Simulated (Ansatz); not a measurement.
The system is KMgF3.

```
CELL_PARAMETERS angstrom
3.98590 0.00000 0.00000
0.00000 3.98590 0.00000
0.00000 0.00000 3.98590
ATOMIC_POSITIONS crystal
K 0.50000 0.50000 0.50000
Mg 0.00000 0.00000 0.00000
F 0.00000 0.00000 0.50000
F 0.00000 0.50000 0.00000
F 0.50000 0.00000 0.00000
```

Base run:

- Program: Ansatz 0.2.0
- Functional: PBEsol
- Potentials or basis: all-electron LAPW, scalar-relativistic
- Cutoff: 333 eV
- Density cutoff: 1333 eV
- Basis error allowed: 0.002 eV/atom
- k mesh: 7 × 7 × 7
- Occupations: fermi-dirac, width 0.05 eV
- Spin: no spin polarisation

Its results: band gap on the k mesh 7.17 eV, indirect (least direct gap 7.46 eV); pressure 0.3 GPa.

Task: The run is repeated on the same cell with these changes: functional from PBEsol to PBE. What comes out?

Result: Band gap on the k mesh 7.36 eV, indirect (least direct gap 7.64 eV); pressure 3.8 GPa.

PBE binds less tightly than PBEsol, so the same cell stands under more pressure.

A k mesh can miss the band edges.

Not every run made on this cell is shown here.
